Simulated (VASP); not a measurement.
# Input and output of a VASP PBEsol single-point calculation on HgTe (rocksalt)

INCAR

```
IBRION = -1
ISMEAR = -1
LREAL = .FALSE.
EDIFF = 1E-7
NSW = 0
PREC = Accurate
LELF = .TRUE.
NELM = 120
LWAVE = .FALSE.
NBANDS = 16
ISIF = 2
LASPH = .TRUE.
SIGMA = 0.02
ENCUT = 520
LCHARG = .TRUE.
GGA = PS
```

KPOINTS

```
KPOINTS created by Atomic Simulation Environment
0
Gamma
8 8 8
0 0 0
```

KPOINTS_OPT

```
special points
6
Reciprocal
0.0000000000 0.0000000000 0.0000000000 1
0.5000000000 0.0000000000 0.5000000000 1
0.5000000000 0.2500000000 0.7500000000 1
0.3750000000 0.3750000000 0.7500000000 1
0.5000000000 0.5000000000 0.5000000000 1
0.6250000000 0.2500000000 0.6250000000 1
```

POSCAR

```
Hg Te
 1.0000000000000000
     0.0000000000000000    3.0434522883094655    3.0434522883094655
     3.0434522883094659    0.0000000000000000    3.0434522883094655
     3.0434522883094659    3.0434522883094655   -0.0000000000000000
 Hg  Te
   1   1
Cartesian
 -0.0000000000000000 -0.0000000000000000  0.0000000000000000
  3.0434522883094655  3.0434522883094659  3.0434522883094663
```

VASP ran with the recommended PBE PAW datasets (18 valence electrons in the cell).

Command

```
mpirun -np 1 vasp_std
```

From OUTCAR

```
k-points           NKPTS =     29   k-points in BZ     NKDIM =     29   number of bands    NBANDS=     16

   NELECT =      18.0000    total number of electrons

   dimension x,y,z NGX =    32 NGY =   32 NGZ =   32
   dimension x,y,z NGXF=    64 NGYF=   64 NGZF=   64

  energy-cutoff  :      520.00
  volume of cell :       56.38
      direct lattice vectors                 reciprocal lattice vectors
     0.000000000  3.043452288  3.043452288    -0.164287116  0.164287116  0.164287116
     3.043452288  0.000000000  3.043452288     0.164287116 -0.164287116  0.164287116
     3.043452288  3.043452288  0.000000000     0.164287116  0.164287116 -0.164287116

 k-points in reciprocal lattice and weights: KPOINTS created by Atomic Simulation Env
   0.00000000  0.00000000  0.00000000       0.002
   0.12500000  0.00000000  0.00000000       0.016
   0.25000000  0.00000000  0.00000000       0.016
   0.37500000 -0.00000000 -0.00000000       0.016
   0.50000000  0.00000000  0.00000000       0.008
   0.12500000  0.12500000  0.00000000       0.012
   0.25000000  0.12500000 -0.00000000       0.047
   0.37500000  0.12500000 -0.00000000       0.047
   ...

 E-fermi :   4.3490

 k-point     1 :       0.0000    0.0000    0.0000
  band No.  band energies     occupation
      1      -7.8123      2.00000
      2      -2.3831      2.00000
      3      -2.3831      2.00000
      4      -2.3203      2.00000
      5      -2.3203      2.00000
      6      -2.3203      2.00000
      7       3.3076      2.00000
      8       3.5832      2.00000
      9       3.5832      2.00000
     10       3.5832      2.00000
     11      11.9006      0.00000
     12      11.9006      0.00000
     13      11.9006      0.00000
     14      12.0515      0.00000
     15      12.0515      0.00000
     16      12.0515      0.00000

 k-point     2 :       0.1250    0.0000    0.0000
  band No.  band energies     occupation
      1      -7.6757      2.00000
      2      -2.4353      2.00000
      3      -2.4353      2.00000
      4      -2.3399      2.00000
      5      -2.2993      2.00000
      6      -2.2993      2.00000
      7       1.6901      2.00000
      8       3.7080      2.00000
      9       3.7080      2.00000
     10       5.1156      0.00000
     11      10.3432      0.00000
     12      10.9767      0.00000
     13      10.9767      0.00000
     14      11.9053      0.00000
     15      12.3663      0.00000
     16      12.3663      0.00000

 k-point     3 :       0.2500    0.0000    0.0000
  band No.  band energies     occupation
      1      -7.2993      2.00000
      2      -2.5642      2.00000
      3      -2.5642      2.00000
      4      -2.4249      2.00000
      5      -2.2382      2.00000
      6      -2.2382      2.00000
      7       0.1317      2.00000
      8       4.0287      2.00000
      9       4.0287      2.00000
     10       6.3407      0.00000
     11       8.9548      0.00000
     12       9.6460      0.00000
     13       9.6460      0.00000
     14      12.0759      0.00000
     15      13.1189      0.00000
     16      13.1189      0.00000

 k-point     4 :       0.3750   -0.0000   -0.0000
  band No.  band energies     occupation
      1      -6.8197      2.00000
      2      -2.6865      2.00000
      3      -2.6865      2.00000
      4      -2.6549      2.00000
      5      -2.1740      2.00000
      6      -2.1740      2.00000
      7      -0.9119      2.00000
      8       4.3991      0.15125
      9       4.3991      0.15125
     10       6.8184      0.00000
     11       8.1741      0.00000
     12       8.6173      0.00000
     13       8.6173      0.00000
     14      13.2571      0.00000
     15      14.2818      0.00000
     16      14.2818      0.00000

 k-point     5 :       0.5000    0.0000    0.0000
  band No.  band energies     occupation
      1      -6.5678      2.00000
      2      -2.8574      2.00000
      3      -2.7352      2.00000
      4      -2.7352      2.00000
      5      -2.1469      2.00000
      6      -2.1469      2.00000
      7      -1.2305      2.00000
      8       4.5797      0.00002
      9       4.5797      0.00002
     10       6.8350      0.00000
     11       7.9910      0.00000
     12       8.2122      0.00000
     13       8.2122      0.00000
     14      14.5671      0.00000
     15      15.2202      0.00000
     16      15.2202      0.00000

 k-point     6 :       0.1250    0.1250    0.0000
  band No.  band energies     occupation
      1      -7.6356      2.00000
      2      -2.5127      2.00000
      3      -2.3686      2.00000
      4      -2.3416      2.00000
      5      -2.2988      2.00000
      6      -2.2988      2.00000
      7       1.7905      2.00000
      8       3.3627      2.00000
      9       3.3627      2.00000
     10       5.6701      0.00000
     11       9.6468      0.00000
     12      10.7284      0.00000
     13      11.3267      0.00000
     14      11.3267      0.00000
     15      13.4712      0.00000
     16      13.4712      0.00000

 k-point     7 :       0.2500    0.1250   -0.0000
  band No.  band energies     occupation
      1      -7.3555      2.00000
      2      -2.6313      2.00000
      3      -2.4330      2.00000
      4      -2.3759      2.00000
      5      -2.2626      2.00000
      6      -2.2359      2.00000
      7       0.6725      2.00000
      8       3.3072      2.00000
      9       3.5854      2.00000
     10       6.3260      0.00000
     11       8.6506      0.00000
     12      10.1024      0.00000
     13      10.8292      0.00000
     14      11.5312      0.00000
     15      13.5749      0.00000
     16      14.0056      0.00000

 k-point     8 :       0.3750    0.1250   -0.0000
  band No.  band energies     occupation
      1      -6.9313      2.00000
      2      -2.7154      2.00000
      3      -2.5662      2.00000
      4      -2.4722      2.00000
      5      -2.2047      2.00000
      6      -2.1657      2.00000
      7      -0.5191      2.00000
      8       3.5524      2.00000
      9       3.8371      2.00000
     10       6.1676      0.00000
     11       8.2607      0.00000
     12       9.8722      0.00000
     13      10.0345      0.00000
     14      11.9573      0.00000
     15      14.4275      0.00000
     16      14.9231      0.00000

 k-point     9 :       0.5000    0.1250   -0.0000
  band No.  band energies     occupation
      1      -6.6024      2.00000
      2      -2.7337      2.00000
      3      -2.6776      2.00000
      4      -2.6243      2.00000
      5      -2.1525      2.00000
      6      -2.1387      2.00000
      7      -1.1283      2.00000
      8       3.6082      2.00000
      9       4.0093      2.00000
     10       6.2372      0.00000
     11       7.9454      0.00000
     12       9.0249      0.00000
     13      10.1598      0.00000
     14      13.1526      0.00000
     15      15.3350      0.00000
     16      15.7075      0.00000

 k-point    10 :      -0.3750    0.1250    0.0000
  band No.  band energies     occupation
      1      -6.6709      2.00000
      2      -2.7658      2.00000
      3      -2.7120      2.00000
      4      -2.5260      2.00000
      5      -2.1666      2.00000
      6      -2.1395      2.00000
      7      -0.9959      2.00000
      8       3.1884      2.00000
      9       4.4621      0.00698
     10       6.7624      0.00000
     11       7.7220      0.00000
     12       8.5847      0.00000
     13      10.2932      0.00000
     14      13.4991      0.00000
     15      13.9969      0.00000
     16      15.6512      0.00000

 k-point    11 :      -0.2500    0.1250    0.0000
  band No.  band energies     occupation
      1      -7.0657      2.00000
      2      -2.6578      2.00000
      3      -2.6403      2.00000
      4      -2.4065      2.00000
      5      -2.2271      2.00000
      6      -2.1786      2.00000
      7      -0.2021      2.00000
      8       2.9403      2.00000
      9       4.5548      0.00007
     10       7.1099      0.00000
     11       7.9155      0.00000
     12       8.8528      0.00000
     13      10.2239      0.00000
     14      12.8152      0.00000
     15      12.9764      0.00000
     16      15.0171      0.00000

 k-point    12 :      -0.1250    0.1250    0.0000
  band No.  band energies     occupation
      1      -7.4643      2.00000
      2      -2.5465      2.00000
      3      -2.4878      2.00000
      4      -2.3565      2.00000
      5      -2.2803      2.00000
      6      -2.2487      2.00000
      7       0.8808      2.00000
      8       3.1150      2.00000
      9       4.2006      1.99880
     10       6.1931      0.00000
     11       9.2322      0.00000
     12       9.8414      0.00000
     13      10.2759      0.00000
     14      12.1919      0.00000
     15      12.8738      0.00000
     16      13.5813      0.00000

 ...

  Total       -0.7579593     -0.7579593     -0.7579593      0.0000000      0.0000000     -0.0000000
  in kB      -21.5390718    -21.5390718    -21.5390718      0.0000000      0.0000000     -0.0000000
  external PRESSURE =     -21.5390718 kB  Pullay stress =       0.0000000 kB

 POSITION                                       TOTAL-FORCE (eV/Angst)
 -----------------------------------------------------------------------------------
      0.00000      0.00000      0.00000        -0.000000     -0.000000      0.000000
      3.04345      3.04345      3.04345         0.000000      0.000000     -0.000000
 -----------------------------------------------------------------------------------
    total drift:                                0.000000     -0.000000     -0.000000

  FREE ENERGIE OF THE ION-ELECTRON SYSTEM (eV)
  ---------------------------------------------------
  free  energy   TOTEN  =        -4.1880066583 eV

  energy  without entropy=       -4.1857090853  energy(sigma->0) =       -4.18685787
```

- gap between bands v and c: -2.59 eV (bands overlap: a metal)
- least direct gap: 0.00 eV
- pressure: -2.2 GPa

Band v is the last that the valence electrons fill when counted band by band, and c is the next.

The run took about 26 s on one core of a shared host (Intel Xeon Platinum 8488C) and held 0.19 GiB at most.
